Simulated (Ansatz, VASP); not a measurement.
## BN in VASP and in Ansatz

File INCAR:

```
PREC = Accurate ; ENCUT = 600
EDIFF = 1E-6 ; ISMEAR = 0
SIGMA = 0.1 ; LREAL = F
LASPH = T ; NELM = 100
ALGO = Normal ; ISIF = 3
LWAVE = F ; LCHARG = F
IBRION = 2 ; NSW = 100
EDIFFG = -0.05
```

The input KPOINTS:

```
Automatic mesh
0
Gamma
  9 9 6
```

The input POSCAR:

```
BN
1.0
    2.5539396017      0.0000000000      0.0000000000
   -1.2769698009      2.2117765748      0.0000000000
    0.0000000000      0.0000000000      4.2268550000
B N
2 2
Direct
    0.6666666700      0.3333333300      0.9997240000
    0.3333333300      0.6666666700      0.4997240000
    0.6666666700      0.3333333300      0.6252760000
    0.3333333300      0.6666666700      0.1252760000
```

Input for Ansatz:

```yaml
crystal:
  lattice:
    - [2.5539396017, 0.0, 0.0]
    - [-1.2769698009, 2.2117765748, 0.0]
    - [0.0, 0.0, 4.226855]
  atoms:
    - { symbol: B, position: [0.66666667, 0.33333333, 0.999724] }
    - { symbol: B, position: [0.33333333, 0.66666667, 0.499724] }
    - { symbol: "N", position: [0.66666667, 0.33333333, 0.625276] }
    - { symbol: "N", position: [0.33333333, 0.66666667, 0.125276] }
basis:
  ecutwfc: 520.0
kpoints:
  mp_grid: { grid: [9, 9, 6] }
hamiltonian:
  xc: lda
  pseudopotentials: { kind: paw }
scf:
  occupations: { method: gaussian, width: 0.1 }
output:
  forces: true
  stress: true
  eigenvalues: true
relax:
  adjacent_minimum: "off"
  f_tol: 0.05
  max_steps: 80
  cell: { stress_tol: 0.5 }
```

Measurements of this composition are mostly on another form, of space group No. 194.

Alike in both runs: task relaxation of cell and atoms; functional LDA; k mesh 9 × 9 × 6; occupations gaussian, width 0.1 eV; no spin polarisation.

|  | VASP | Ansatz |
| --- | --- | --- |
| version | VASP 6.6.1 | Ansatz 0.2.0 |
| potentials or method | VASP PAW LDA potentials, release 64 (B, N) | scalar-relativistic, plane waves, PAW |
| plane-wave cutoff (eV) | 600 | 520 |
| valence electrons in the cell | 16 | 16 |

Ansatz gave:

| Quantity | Value |
| --- | --- |
| gap on the k mesh at the Fermi level, each at its own relaxed structure (eV) | 4.93 |
| relaxed volume (Å³/atom) | 5.75 |
| relaxed cell length with the largest relative difference (Å) | 2.522 |
| energy change over the relaxation (meV/atom) | -9 |

Task: Estimate VASP's values.

Result: gap on the k mesh at the Fermi level, each at its own relaxed structure (eV): 4.93; relaxed volume (Å³/atom): 5.77; relaxed cell length with the largest relative difference (Å): 2.525; energy change over the relaxation (meV/atom): -9.

Caveats: an odd mesh through Γ misses points on the zone boundary, where band edges often lie. LDA gaps usually lie below the measured ones, often by a third to a half.
